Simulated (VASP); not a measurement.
Set up this calculation in VASP 6.6.1, as the native input.

| Quantity | Value |
| --- | --- |
| Task | band structure |
| Functional | PW91 |
| Potentials or basis | VASP PAW PBE potentials, release 64 (C) |
| Cutoff | 520 eV |
| k mesh | 13 × 13 × 13 |
| Occupations | fermi-dirac, width 0.05 eV |
| Spin | no spin polarisation |
| Further INCAR settings | ALGO = Normal; EDIFF = 1e-07 |

The system is C.

```
C
1.0
     0.00000    1.78337    1.78337
     1.78337    0.00000    1.78337
     1.78337    1.78337    0.00000
C
2
Direct
  0.75000 0.75000 0.75000
  0.50000 0.50000 0.50000
```

This isn't the form of C at room conditions, which is graphite.

One way to write it, as run:

POSCAR

```
C
1.0
    0.0000000000      1.7833700000      1.7833700000
    1.7833700000      0.0000000000      1.7833700000
    1.7833700000      1.7833700000      0.0000000000
C
2
Direct
    0.7500000000      0.7500000000      0.7500000000
    0.5000000000      0.5000000000      0.5000000000
```

INCAR.step1

```
SYSTEM = C
ALGO = Normal
EDIFF = 1E-7
ENCUT = 520
GGA = 91
ISIF = 2
ISMEAR = -1
LASPH = .True.
LCHARG = .True.
LREAL = .False.
LWAVE = .False.
NELM = 100
PREC = Accurate
SIGMA = 0.05
```

KPOINTS.step1

```
k-points
0
Gamma
  13 13 13
  0 0 0
```

INCAR.step2

```
SYSTEM = C
ALGO = Normal
EDIFF = 1E-7
ENCUT = 520
GGA = 91
ICHARG = 11
ISIF = 2
ISMEAR = 0
LASPH = .True.
LCHARG = .False.
LREAL = .False.
LWAVE = .False.
NELM = 100
PREC = Accurate
SIGMA = 0.05
```

KPOINTS.step2

```
path GXWKGLUWLK,UX
20
line-mode
reciprocal
 0.0000000000  0.0000000000  0.0000000000  G
 0.5000000000  0.0000000000  0.5000000000  X

 0.5000000000  0.0000000000  0.5000000000  X
 0.5000000000  0.2500000000  0.7500000000  W

 0.5000000000  0.2500000000  0.7500000000  W
 0.3750000000  0.3750000000  0.7500000000  K

 0.3750000000  0.3750000000  0.7500000000  K
 0.0000000000  0.0000000000  0.0000000000  G

 0.0000000000  0.0000000000  0.0000000000  G
 0.5000000000  0.5000000000  0.5000000000  L

 0.5000000000  0.5000000000  0.5000000000  L
 0.6250000000  0.2500000000  0.6250000000  U

 0.6250000000  0.2500000000  0.6250000000  U
 0.5000000000  0.2500000000  0.7500000000  W

 0.5000000000  0.2500000000  0.7500000000  W
 0.5000000000  0.5000000000  0.5000000000  L

 0.5000000000  0.5000000000  0.5000000000  L
 0.3750000000  0.3750000000  0.7500000000  K

 0.6250000000  0.2500000000  0.6250000000  U
 0.5000000000  0.0000000000  0.5000000000  X
```

Potentials or basis: VASP PAW PBE potentials, release 64 (C).

Command:

```console
$ cat potpaw_PBE.64/C/POTCAR > POTCAR
$ cp INCAR.step1 INCAR
$ cp KPOINTS.step1 KPOINTS
$ mpirun -np 1 vasp_std > vasp.out
$ cp INCAR.step2 INCAR
$ cp KPOINTS.step2 KPOINTS
$ mpirun -np 1 vasp_std > vasp.out
```

It gave:

The band gap on the k mesh is 4.18 eV, indirect (least direct gap 5.62 eV) and the band gap along the path is 4.17 eV, indirect (least direct gap 5.62 eV).

Caveat: the log is that of the step along the path at fixed density, whose energy, stress, charges and moments have no meaning.

Wall time 14 s on 1 thread of Intel(R) Xeon(R) Platinum 8488C (Sapphire Rapids) (shared host), peak memory 0.12 GiB.
